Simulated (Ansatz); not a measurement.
Structure: a 2-atom cell of KF started from a crystallographic database, at its r2SCAN minimum. It is cubic, Fm-3m (No. 225); conventional cell a = 5.318 Å, 18.80 Å³ an atom. K has 6 F at 2.66 Å; F has 6 K at 2.66 Å.

5 runs of the plane-wave code Ansatz on this cell differ in the functional (and in the settings that go with it). Levels are in eV from each run's valence top; v1 is the last filled band, c1 the first empty one.

Run A, mean stress +2.4 GPa (compression positive):
```
point     v2     v1     c1     c2
    Γ   0.00   0.00  17.61  23.38
    X  -0.02  -0.02  19.92  23.05
    U  -0.19  -0.09  20.77  22.71
    L  -0.39  -0.39  20.93  22.29
    W  -0.08  -0.08  21.66  21.66
```

Run B, mean stress +1.9 GPa (compression positive):
```
point     v2     v1    c1     c2
    Γ   0.00   0.00  6.26  10.72
    X  -0.05  -0.05  8.23  10.39
    U  -0.20  -0.19  8.99  10.80
    L  -0.36  -0.36  9.14  10.72
    W  -0.16  -0.16  9.79   9.79
```

Run C, mean stress +1.0 GPa (compression positive):
```
point     v2     v1     c1     c2
    Γ   0.00   0.00   8.26  13.07
    X  -0.05  -0.05  10.35  12.73
    U  -0.20  -0.17  11.14  12.99
    L  -0.36  -0.36  11.28  12.79
    W  -0.14  -0.14  11.96  11.96
```

Run D, mean stress -3.1 GPa (compression positive):
```
point     v2     v1    c1     c2
    Γ   0.00   0.00  5.88  10.57
    X  -0.05  -0.05  7.94  10.22
    U  -0.20  -0.19  8.71  10.49
    L  -0.38  -0.38  8.85  10.33
    W  -0.16  -0.16  9.50   9.50
```

Run E, mean stress +0.9 GPa (compression positive):
```
point     v2     v1     c1     c2
    Γ   0.00   0.00   9.04  13.87
    X  -0.05  -0.05  11.14  13.53
    U  -0.20  -0.18  11.93  13.79
    L  -0.37  -0.37  12.08  13.58
    W  -0.15  -0.15  12.76  12.76
```

Question: Match the runs to LDA, PBE, HSE06, PBE0, Hartree-Fock.

Answer: A is Hartree-Fock, B is PBE, C is HSE06, D is LDA, E is PBE0. In order of the gap: LDA 5.88, PBE 6.26, HSE06 8.26, PBE0 9.04, Hartree-Fock 17.61 eV.

The values are computed, spin-unpolarised, and not measurements.

The program warns that its thresholds are loose for a hybrid's stress.

The meshes of the hybrids are coarse, so their gaps aren't converged to the digits shown.
